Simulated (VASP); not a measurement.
# Be (P4/mmm) in VASP: notebook

Runs on Be. Level: PBE. Tasks: single point, relaxation of cell and atoms.

All numbers are computed with VASP 6.6.1; they aren't measurements. Logs are shortened: lines on timing, memory, paths and dates and some standing lists are left out, and cuts for length are marked.

## 1. The cell of the first run

It takes space group P4/mmm (No. 123, tetragonal). Conventional cell: a = 2.021 Å, b = 2.021 Å, c = 2.662 Å, α = 90.00°, β = 90.00°, γ = 90.00°. Be (site symmetry 4/mmm) is surrounded by 4 Be at 2.02 Å.

The cell was built by a generator and needn't be a form met in nature.

## 2. Single point, PBE (random cell by space group and Wyckoff sites (P4/mmm, No. 123))

The input, INCAR:

```
PREC = Accurate
ENCUT = 520
EDIFF = 1E-6
ISMEAR = 0
SIGMA = 0.1
LREAL = F
LASPH = T
NELM = 80
ALGO = Normal
ISIF = 2
LWAVE = F
LCHARG = F
GGA = PE
NBANDS = 7
```

The input, KPOINTS:

```
Automatic mesh
0
Gamma
  26 26 20
```

The input, POSCAR:

```
Be
1.0
    2.0208071256      0.0000000000      0.0000000000
    0.0000000000      2.0208071256      0.0000000000
    0.0000000000      0.0000000000      2.6616410516
Be
1
Direct
    0.0000000000      0.0000000000      0.5000000000
```

Potentials or basis: VASP PAW PBE potentials, release 64 (Be).

Started as:

```
$ cat potpaw_PBE.64/Be/POTCAR > POTCAR
$ mpirun -np 1 vasp_std > vasp.out
```

OUTCAR:

```text
PREC = Accurate
   ENCUT = 520
   EDIFF = 1E-6
   ISMEAR = 0
   LREAL = F
   LASPH = T
   NELM = 80
   ISIF = 2
   GGA = PE

 ion  position               nearest neighbor table
   1  0.000  0.000  0.500-

  LATTYP: Found a simple tetragonal cell.
 ALAT       =     2.0208071256
 C/A-ratio  =     1.3171178080

  Lattice vectors:

 A1 = (   2.0208071256,   0.0000000000,   0.0000000000)
 A2 = (   0.0000000000,   2.0208071256,   0.0000000000)
 A3 = (   0.0000000000,   0.0000000000,   2.6616410516)

Analysis of symmetry for initial positions (statically):
=====================================================================
 Subroutine PRICEL returns:
 Original cell was already a primitive cell.

 Routine SETGRP: Setting up the symmetry group for a
 simple tetragonal supercell.

 Subroutine GETGRP returns: Found 16 space group operations
 (whereof 16 operations were pure point group operations)
 out of a pool of 16 trial point group operations.

The static configuration has the point symmetry D_4h.

Analysis of symmetry for dynamics (positions and initial velocities):
=====================================================================
 Subroutine PRICEL returns:
 Original cell was already a primitive cell.

 Routine SETGRP: Setting up the symmetry group for a
 simple tetragonal supercell.

 Subroutine GETGRP returns: Found 16 space group operations
 (whereof 16 operations were pure point group operations)
 out of a pool of 16 trial point group operations.

The dynamic configuration has the point symmetry D_4h.

 Subroutine INISYM returns: Found 16 space group operations
 (whereof 16 operations are pure point group operations),
 and found     1 'primitive' translations

----------------------------------------------------------------------------------------

                                     Primitive cell

  volume of cell :      10.8692

  direct lattice vectors                    reciprocal lattice vectors
     2.020807126  0.000000000  0.000000000     0.494851778  0.000000000  0.000000000
     0.000000000  2.020807126  0.000000000     0.000000000  0.494851778  0.000000000
     0.000000000  0.000000000  2.661641052     0.000000000  0.000000000  0.375708062

  length of vectors
     2.020807126  2.020807126  2.661641052     0.494851778  0.494851778  0.375708062

  position of ions in fractional coordinates (direct lattice)
     0.000000000  0.000000000  0.500000000

  ion indices of the primitive-cell ions
   primitive index   ion index
                 1           1

----------------------------------------------------------------------------------------

 KPOINTS: Automatic mesh

Automatic generation of k-mesh.
 Grid dimensions read from file:
 generate k-points for:   26   26   20

 Generating k-lattice:

  Cartesian coordinates                     Fractional coordinates (reciprocal lattice)
     0.019032761  0.000000000  0.000000000     0.038461538  0.000000000  0.000000000
     0.000000000  0.019032761  0.000000000     0.000000000  0.038461538  0.000000000
     0.000000000  0.000000000  0.018785403     0.000000000  0.000000000  0.050000000

  Length of vectors
     0.019032761  0.019032761  0.018785403

  Shift w.r.t. Gamma in fractional coordinates (k-lattice)
     0.000000000  0.000000000  0.000000000

 Subroutine IBZKPT returns following result:
 ===========================================

 Found   1155 irreducible k-points:

 Following reciprocal coordinates:
            Coordinates               Weight
  0.000000  0.000000  0.000000      1.000000
  0.038462  0.000000  0.000000      4.000000
  0.076923  0.000000  0.000000      4.000000
  0.115385  0.000000  0.000000      4.000000
  0.153846  0.000000  0.000000      4.000000
  0.192308  0.000000  0.000000      4.000000
[... 16 lines left out ...]
  0.346154  0.038462  0.000000      8.000000
  0.384615  0.038462  0.000000      8.000000
 [... further k-points ...]
   k-points           NKPTS =   1155   k-points in BZ     NKDIM =   1155   number of bands    NBANDS=      7
[... 42 lines left out ...]
  free energy    TOTEN  =        -2.83246156 eV

  energy without entropy =       -2.83137876  energy(sigma->0) =       -2.83192016

 E-fermi :   4.1008     XC(G=0):  -9.4696

 val. band max:        4.0997111215   @ k =   0.4615   0.3077   0.2500
 cond. band min:       4.1116474315   @ k =   0.5000   0.2308   0.4000
 fundamental gap:      0.0119363100
 Fermi energy:         4.1007999012

 k-point     1 :       0.0000    0.0000    0.0000
  band No.  band energies     occupation
      1      -4.9779      2.00000
      2       9.9765      0.00000
      3      16.4204      0.00000
      4      21.7978      0.00000
      5      21.7978      0.00000
      6      27.9160      0.00000
      7      35.2062      0.00000

 k-point     2 :       0.0385    0.0000    0.0000
  band No.  band energies     occupation
      1      -4.9365      2.00000
      2      10.0255      0.00000
      3      16.3904      0.00000
      4      21.2919      0.00000
      5      21.8408      0.00000
      6      28.5013      0.00000
      7      35.1645      0.00000

 k-point     3 :       0.0769    0.0000    0.0000
  band No.  band energies     occupation
      1      -4.8126      2.00000
      2      10.1723      0.00000
      3      16.2462      0.00000
      4      20.2308      0.00000
      5      21.9693      0.00000
      6      29.8209      0.00000
      7      35.0469      0.00000

 k-point     4 :       0.1154    0.0000    0.0000
  band No.  band energies     occupation
      1      -4.6066      2.00000
      2      10.4159      0.00000
      3      15.7983      0.00000
      4      19.2811      0.00000
      5      22.1814      0.00000
      6      31.2553      0.00000
      7      34.9191      0.00000

 k-point     5 :       0.1538    0.0000    0.0000
  band No.  band energies     occupation
      1      -4.3197      2.00000
      2      10.7544      0.00000
      3      14.8525      0.00000
      4      18.8399      0.00000
      5      22.4736      0.00000
      6      32.1954      0.00000
      7      35.0725      0.00000
[... 161 lines left out ...]
 k-point    22 :       0.3077    0.0385    0.0000
  band No.  band energies     occupation
      1      -2.3658      2.00000
      2       9.2604      0.00000
      3      13.0082      0.00000
      4      19.9435      0.00000
      5      24.0585      0.00000
      6      29.1344      0.00000
      7      29.9292      0.00000

 k-point    23 :       0.3462    0.0385    0.0000
  band No.  band energies     occupation
      1      -1.7257      2.00000
      2       7.9312      0.00000
      3      13.7150      0.00000
      4      20.5639      0.00000
      5      24.4978      0.00000
      6      27.4965      0.00000
      7      28.9994      0.00000

 k-point    24 :       0.3846    0.0385    0.0000
  band No.  band energies     occupation
      1      -1.0512      2.00000
      2       6.7145      0.00000
      3      14.4288      0.00000
      4      21.2322      0.00000
      5      24.8434      0.00000
      6      26.0552      0.00000
      7      28.1716      0.00000

 [... further k-points ...]

------------------------ aborting loop because EDIFF is reached ----------------------------------------

  FORCE on cell =-STRESS in cart. coord.  units (eV):
  Direction    XX          YY          ZZ          XY          YZ          ZX
  --------------------------------------------------------------------------------------
  -------------------------------------------------------------------------------------
  Total        0.0072362      0.0072362      0.0035255      0.0000000     -0.0000000      0.0000000
  in kB        1.0666522      1.0666522      0.5196825      0.0000000     -0.0000000      0.0000000
  external PRESSURE =       0.8843290 kB  Pullay stress =       0.0000000 kB

 VOLUME and BASIS-vectors are now :
 -----------------------------------------------------------------------------
  energy-cutoff  :      520.00
  volume of cell :       10.87
      direct lattice vectors                 reciprocal lattice vectors
     2.020807126  0.000000000  0.000000000     0.494851778  0.000000000  0.000000000
     0.000000000  2.020807126  0.000000000     0.000000000  0.494851778  0.000000000
     0.000000000  0.000000000  2.661641052     0.000000000  0.000000000  0.375708062

 POSITION                                       TOTAL-FORCE (eV/Angst)
 -----------------------------------------------------------------------------------
      0.00000      0.00000      1.33082         0.000000      0.000000      0.000000
 -----------------------------------------------------------------------------------
    total drift:                                0.000000     -0.000000      0.000000

  FREE ENERGIE OF THE ION-ELECTRON SYSTEM (eV)
  ---------------------------------------------------
  free  energy   TOTEN  =        -2.8324615620 eV

  energy  without entropy=       -2.8313787580  energy(sigma->0) =       -2.83192016
```

It took 19 s on 1 thread of Intel Xeon Platinum 8488C (Sapphire Rapids), shared host; peak memory 0.17 GiB.

What came out:

- Free energy: -2.8325 eV
- Pressure: 0.1 GPa
- Band gap on the k mesh: none (metal or under the smearing width)

Levels at points of the mesh, in eV from the Fermi level:
| k point | band 1 | band 2 | band 3 | band 4 |
| --- | --- | --- | --- | --- |
| (0.00, 0.00, 0.00) | -9.08 | 5.88 | 12.32 | 17.70 |
| (0.50, 0.00, 0.00) | -3.77 | 0.45 | 11.61 | 18.65 |
| (0.50, 0.50, 0.00) | 2.64 | 2.64 | 8.80 | 11.07 |
| (0.00, 0.00, 0.50) | -4.83 | -4.69 | 18.95 | 18.95 |
| (0.50, 0.00, 0.50) | -1.42 | 2.39 | 5.66 | 6.58 |
| (0.50, 0.50, 0.50) | 4.50 | 4.50 | 8.90 | 12.11 |

## 3. Relaxation of cell and atoms, PBE (random cell by space group and Wyckoff sites (P4/mmm, No. 123))

The input, INCAR:

```
SYSTEM = Be
PREC = Accurate
ENCUT = 600
EDIFF = 1E-6
ISMEAR = 0
SIGMA = 0.1
LREAL = .False.
LASPH = .True.
NELM = 100
ALGO = Fast
ISIF = 3
LWAVE = .False.
LCHARG = .False.
GGA = PE
IBRION = 2
NSW = 100
EDIFFG = -0.01
```

The input, KPOINTS:

```
Automatic mesh
0
Gamma
  26 26 20
  0 0 0
```

The input, POSCAR:

```
Be
1.0
    2.0140485595      0.0000000000      0.0000000000
    0.0000000000      2.0140485595      0.0000000000
    0.0000000000      0.0000000000      2.7312134118
Be
1
Direct
    0.0000000000      0.0000000000      0.5000000000
```

Potentials or basis: VASP PAW PBE potentials, release 64 (Be).

Started as:

```
$ cat potpaw_PBE.64/Be/POTCAR > POTCAR
$ mpirun -np 1 vasp_std > vasp.out
```

Wall time 40 s (1 thread of Intel Xeon Platinum 8488C (Sapphire Rapids), shared host); peak memory 0.2 GiB.

It converged, with:

| Item | Value |
| --- | --- |
| Free energy | -2.8325 eV |
| Relaxed volume | 10.90 Å³/atom |
| Relaxed cell | a = 2.022 Å, b = 2.022 Å, c = 2.664 Å, α = 90.00°, β = 90.00°, γ = 90.00° |
| Space group after relaxing (to 0.05 Å) | P4/mmm (No. 123) |
| Energy gained by relaxing | 1.9 meV/atom |
| Ionic steps | 5 |
| Pressure after relaxing | -0.1 GPa |
| Band gap on the k mesh | none (metal or under the smearing width) |

Stress tensor (GPa, compression positive):
```
-0.11  0.00  0.00
 0.00 -0.11  0.00
 0.00  0.00 -0.03
```

The path:
```
step  energy change (eV)  largest force (eV/Å)  pressure (GPa)  volume (Å³)
   1              0.0000                0.0000            0.14        11.08
   2             -0.0010                0.0000           -0.46        11.09
   3             -0.0012                0.0000           -0.93        11.11
   4             -0.0017                0.0000           -0.49        10.99
   5             -0.0019                0.0000           -0.08        10.90
```

Final structure:
```cif
data_structure
_symmetry_space_group_name_H-M 'P 1'
_symmetry_Int_Tables_number 1
_cell_length_a 2.0223
_cell_length_b 2.0223
_cell_length_c 2.6642
_cell_angle_alpha 90.000
_cell_angle_beta 90.000
_cell_angle_gamma 90.000
_cell_volume 10.90
loop_
_atom_site_label
_atom_site_type_symbol
_atom_site_fract_x
_atom_site_fract_y
_atom_site_fract_z
_atom_site_occupancy
Be1 Be 0.00000 0.00000 0.50000 1
```

Levels at points of the mesh, in eV from the Fermi level:
| k point | band 1 | band 2 | band 3 | band 4 | band 5 |
| --- | --- | --- | --- | --- | --- |
| (0.00, 0.00, 0.00) | -9.07 | 5.86 | 12.30 | 17.67 | 17.67 |
| (0.50, 0.00, 0.00) | -3.76 | 0.45 | 11.58 | 18.62 | 19.60 |
| (0.50, 0.50, 0.00) | 2.64 | 2.64 | 8.79 | 11.05 | 16.46 |
| (0.00, 0.00, 0.50) | -4.82 | -4.69 | 18.92 | 18.92 | 26.43 |
| (0.50, 0.00, 0.50) | -1.42 | 2.39 | 5.64 | 6.57 | 22.89 |
| (0.50, 0.50, 0.50) | 4.49 | 4.49 | 8.89 | 12.09 | 14.75 |

## 4. Single point, PBE (the structure that the rattled cell fell into)

The input, INCAR:

```
SYSTEM = Be
PREC     = Accurate       ! precision mode
ENCUT    = 520            ! plane-wave cutoff, eV
EDIFF    = 1E-7           ! SCF threshold, eV
ISMEAR   = 0              ! smearing method
SIGMA    = 0.02           ! smearing width, eV
LREAL    = .FALSE.        ! projectors in reciprocal space
LASPH    = .TRUE.         ! aspherical terms in the spheres
NELM     = 100            ! most SCF steps
ALGO     = Fast           ! electronic algorithm
ISIF     = 2              ! what is computed and relaxed
LWAVE    = .FALSE.        ! write WAVECAR
LCHARG   = .FALSE.        ! write CHGCAR
GGA      = PE             ! functional
NBANDS   = 7              ! bands
```

The input, KPOINTS:

```
regular mesh
0
G
  20 20 20
  0 0 0
```

The input, POSCAR:

```
Be
1.0
    0.0000000000      1.5779135939      1.5779135939
    1.5779135939      0.0000000000      1.5779135939
    1.5779135939      1.5779135939      0.0000000000
Be
1
Direct
    0.0000000000      0.0000000000      0.0000000000
```

Started as:

```
$ cat potpaw_PBE.64/Be/POTCAR > POTCAR
$ mpirun -np 1 vasp_std > vasp.out
```

Run time: 8.4 s. Hardware: 1 thread of Intel Xeon Platinum 8488C (Sapphire Rapids), shared host; peak memory 0.12 GiB.

It converged, with:

- Free energy: -3.6859 eV
- Pressure: 0.1 GPa
- Band gap on the k mesh: none (metal or under the smearing width)

Levels at points of the mesh, in eV from the Fermi level:
```
           k point  band 1  band 2  band 3  band 4
(0.00, 0.00, 0.00)  -11.84   19.52   19.52   19.52
(0.50, 0.00, 0.00)   -5.25    0.06   16.58   16.58
(0.50, 0.50, 0.00)   -2.63    3.89    9.59    9.59
```

## 5. Relaxation of cell and atoms, PBE (the structure that the rattled cell fell into)

The input, INCAR:

```
PREC     = Accurate       # precision mode
ENCUT    = 600            # plane-wave cutoff, eV
EDIFF    = 1E-7           # SCF threshold, eV
ISMEAR   = 0              # smearing method
SIGMA    = 0.02           # smearing width, eV
LREAL    = False          # projectors in reciprocal space
LASPH    = True           # aspherical terms in the spheres
NELM     = 100            # most SCF steps
ALGO     = Fast           # electronic algorithm
ISIF     = 3              # what is computed and relaxed
LWAVE    = False          # write WAVECAR
LCHARG   = False          # write CHGCAR
GGA      = PE             # functional
IBRION   = 2              # ionic algorithm
NSW      = 100            # ionic steps
EDIFFG   = -0.01          # ionic threshold
```

The input, KPOINTS:

```
regular mesh
0
Gamma
  20 20 20
```

The input, POSCAR:

```
Be
1.0
    0.0000000000      1.5793273746      1.5793273746
    1.5793273746      0.0000000000      1.5793273746
    1.5793273746      1.5793273746      0.0000000000
Be
1
Direct
    0.0000000000      0.0000000000      0.0000000000
```

Started as:

```
$ cat potpaw_PBE.64/Be/POTCAR > POTCAR
$ mpirun -np 1 vasp_std > vasp.out
```

It took 6.1 s on 1 thread of Intel Xeon Platinum 8488C (Sapphire Rapids), shared host; peak memory 0.12 GiB.

Results (log left out):

| Property | Result |
| --- | --- |
| Free energy | -3.6859 eV |
| Pressure after relaxing | -0.2 GPa |
| Band gap on the k mesh | none (metal or under the smearing width) |

Final structure:
```
Be
1.0
     0.00000    1.57933    1.57933
     1.57933    0.00000    1.57933
     1.57933    1.57933    0.00000
Be
1
Cartesian
  0.0000 0.0000 0.0000
```

Levels at points of the mesh, in eV from the Fermi level:
```csv
k point,band 1,band 2,band 3,band 4
"(0.00, 0.00, 0.00)",-11.83,19.48,19.48,19.48
"(0.50, 0.00, 0.00)",-5.24,0.05,16.54,16.54
"(0.50, 0.50, 0.00)",-2.62,3.88,9.57,9.57
```

Caveat: the relaxation stopped at its first step, so nothing moved.

## 6. Single point, PBE (random cell by space group and Wyckoff sites (P4/mmm, No. 123))

The input, INCAR:

```
ALGO = Fast ; EDIFF = 1E-7
ENCUT = 520 ; GGA = PE
ISIF = 2 ; ISMEAR = 0
LASPH = True ; LCHARG = True
LELF = True ; LREAL = False
LVHAR = True ; LWAVE = False
NBANDS = 7 ; NELM = 100
PREC = Accurate ; SIGMA = 0.1
```

The input, KPOINTS:

```
k-points
0
Gamma
  8 8 6
```

The input, POSCAR:

```
Be
1.0
    1.8906043000      0.0000000000      0.0000000000
    0.0000000000      1.8906043000      0.0000000000
    0.0000000000      0.0000000000      2.7303917600
Be
1
Direct
    0.0000000000      0.0000000000      0.5000000000
```

Potentials or basis: VASP PAW PBE potentials, release 64 (Be).

Started as:

```
$ cat potpaw_PBE.64/Be/POTCAR > POTCAR
$ mpirun -np 1 vasp_std > vasp.out
```

It took 2.1 s on 1 thread of Intel Xeon Platinum 8488C (Sapphire Rapids), shared host; peak memory 0.11 GiB.

The run converged. Its results:

```yaml
Free_energy: -2.7245 eV
Pressure: 16.6 GPa
Band_gap_on_the_k_mesh: none (metal or under the smearing width)
```

Stress tensor (GPa, compression positive):
```
26.00  0.00  0.00
 0.00 26.00  0.00
 0.00  0.00 -2.13
```

Levels at points of the mesh, in eV from the Fermi level:
```tsv
k point	band 1	band 2	band 3	band 4
(0.00, 0.00, 0.00)	-9.21	4.58	11.39	21.24
(0.50, 0.00, 0.00)	-3.72	1.94	11.75	18.58
(0.50, 0.50, 0.00)	3.79	3.79	10.34	14.27
(0.00, 0.00, 0.50)	-5.20	-5.16	22.18	22.18
(0.50, 0.00, 0.50)	-1.85	3.47	6.88	7.36
(0.50, 0.50, 0.50)	5.21	5.21	11.34	13.09
```

Caveat: the k mesh is coarse (spacing up to 0.42 Å⁻¹), so the values aren't converged; so large a pressure means that the cell lies far from this level's equilibrium, or that cutoff or potentials fall short.

## 7. Overview

| task | cell | k mesh | cutoff (eV) | smearing | mesh quality | gap on the mesh (eV) | pressure (GPa) |
| --- | --- | --- | --- | --- | --- | --- | --- |
| single point | random cell by space group and Wyckoff sites (P4/mmm, No. 123) | 26 × 26 × 20 | 520 | gaussian 0.1 eV | not flagged | none | 0.1 |
| relaxation of cell and atoms | relaxed from: random cell by space group and Wyckoff sites (P4/mmm, No. 123) | 26 × 26 × 20 | 600 | gaussian 0.1 eV | not flagged | none | -0.1 |
| single point | the structure that the rattled cell fell into | 20 × 20 × 20 | 520 | gaussian 0.02 eV | not flagged | none | 0.1 |
| relaxation of cell and atoms | relaxed from: the structure that the rattled cell fell into | 20 × 20 × 20 | 600 | gaussian 0.02 eV | not flagged | none | -0.2 |
| single point | random cell by space group and Wyckoff sites (P4/mmm, No. 123) | 8 × 8 × 6 | 520 | gaussian 0.1 eV | coarse | none | 16.6 |

Alike in all rows: level PBE; potentials or basis VASP PAW PBE potentials, release 64 (Be); no spin polarisation.

Caveats: some runs use coarse meshes; the relaxation stopped at its first step, so nothing moved (some runs); so large a pressure means that the cell lies far from this level's equilibrium, or that cutoff or potentials fall short (some runs).

Total energies depend on the potentials used, so only differences within one code and one set of settings carry meaning.
